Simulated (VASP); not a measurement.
Here is a VASP 6.6.1 calculation.

File INCAR:

```
PREC     = Accurate       # precision mode
ENCUT    = 520            # plane-wave cutoff, eV
EDIFF    = 1E-7           # SCF threshold, eV
ISMEAR   = -1             # smearing method
SIGMA    = 0.05           # smearing width, eV
LREAL    = False          # projectors in reciprocal space
LASPH    = True           # aspherical terms in the spheres
NELM     = 60             # most SCF steps
ALGO     = Fast           # electronic algorithm
ISIF     = 2              # what is computed and relaxed
LWAVE    = False          # write WAVECAR
LCHARG   = True           # write CHGCAR
MAGMOM   = 0 0 0 0 0 0    # initial moments
LORBIT   = 11             # projections on sites
LSORBIT  = True           # spin-orbit coupling
GGA_COMPAT= False        
GGA      = PE             # functional
LVHAR    = True
```

File KPOINTS:

```
Automatic mesh
0
Gamma
  8 8 8
```

File POSCAR:

```
GaN
1.0
    0.0000000000      2.2500000000      2.2500000000
    2.2500000000      0.0000000000      2.2500000000
    2.2500000000      2.2500000000      0.0000000000
Ga N
1 1
Direct
    0.0000000000      0.0000000000      0.0000000000
    0.2500000000      0.2500000000      0.2500000000
```

Potentials or basis: VASP PAW PBE potentials, release 64 (Ga_d, N).

The run is started by

```sh
$ cat potpaw_PBE.64/Ga_d/POTCAR potpaw_PBE.64/N/POTCAR > POTCAR
$ mpirun -np 1 vasp_ncl > vasp.out
```

**Question.** Predict the net moment.

**Answer.** 0.00 μB per cell.

**Question.** What does it give for the pressure?

**Answer.** 6.0 GPa.

Moments on the atoms (μB; x, y, z):
```
Ga  0.00 0.00 0.00
N   0.00 0.00 0.00
```
